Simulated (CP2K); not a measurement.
Runs of CP2K 2026.2 on Au. It takes space group Fm-3m (No. 225, cubic). Conventional cell: a = 4.070 Å, b = 4.070 Å, c = 4.070 Å, α = 90.00°, β = 90.00°, γ = 90.00°. Around Au (site symmetry m-3m) lie 12 Au at 2.88 Å. 

```tsv
task	level	cell	quickstep method	EXTRAPOLATION	optimiser	most steps	KEEP_SPACE_GROUP	gap on the mesh (eV)	pressure (GPa)	relaxed volume (Å³/atom)
relaxation of cell and atoms	revPBE+D3(BJ)	relaxed	GPW	USE_PREV_P	BFGS	40	yes	none	0.0	(a)
single point	PBE	cell strained at random at fixed volume	GAPW_XC	-	-	-	-	none	16.5	-
single point	PBE	cell strained at random at fixed volume	GAPW	-	-	-	-	none	16.2	-
single point	PBE	cell strained at random at fixed volume	GPW	-	-	-	-	none	16.5	-
relaxation of cell and atoms	revPBE+D4	relaxed	GPW	USE_PREV_P	BFGS	40	yes	none	0.0	17.60
```

Alike in all rows: potentials or basis POTENTIAL_UZH Au GTH-PBE-q11; TZVP-MOLOPT-PBE-GTH basis; no spin polarisation; k mesh 11 × 11 × 11; smearing fermi-dirac 0.05 eV.

Fill in the values left out.

(a) 17.37.

Caveats: with these potentials and basis sets, volumes of gold and of layered tellurides can stand 1.5 % and more from those of plane-wave programs; the basis of atomic orbitals isn't converged, which shifts pressures, moduli and gaps; the potentials were made for another functional, which shifts forces and pressure (some runs); the real-space grid breaks the cell's symmetry a little (some runs); pairwise dispersion overbinds metals, which lowers pressure and volume (some runs).

A k mesh can miss the band edges, and the runs leave out spin-orbit coupling on Au.

A gap of «none» marks a metal or a gap under the smearing width.
